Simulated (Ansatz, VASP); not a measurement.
BN: VASP beside Ansatz

```
CELL_PARAMETERS angstrom
-0.27186 1.87583 1.81239
1.81239 -0.27186 1.81239
1.54053 1.60397 0.00000
ATOMIC_POSITIONS crystal
B 0.00000 0.00000 0.00000
N 0.75000 0.75000 0.75000
```

Change from the starting cell: engineering shear strain xz -0.3000, normal strain along z +0.0350.

Alike in both runs: task single point; functional PBE; k mesh 12 × 12 × 12; occupations gaussian, width 0.05 eV; no spin polarisation.

|  | VASP | Ansatz |
| --- | --- | --- |
| version | VASP 6.6.1 | Ansatz 0.2.0 |
| potentials or method | VASP PAW PBE potentials, release 64 (B, N) | scalar-relativistic, plane waves, PAW |
| plane-wave cutoff (eV) | 520 | 520 |
| valence electrons in the cell | 8 | 8 |

|  | VASP | Ansatz | Ansatz less VASP |
| --- | --- | --- | --- |
| gap on the k mesh at the Fermi level (eV) | 0.77 | 0.78 | +0.007 |
| least direct gap on the mesh (eV) | 2.93 | 2.92 | -0.004 |
| pressure (GPa) | 26.8 | 26.5 | -0.29 |
| largest component of the traceless stress (GPa) | 129.09 | 128.49 | -0.599 |
| rms of the force components (eV/Å) | 0.255 | 0.235 | -0.0201 |

Atom by atom the forces differ by 0.020 eV/Å (rms over components). The functional is the same, so the differences come from potentials, cutoffs and numerics.

Caveats: so large a pressure means that the cell lies far from this level's equilibrium, or that cutoff or potentials fall short (VASP). A k mesh can miss the band edges.
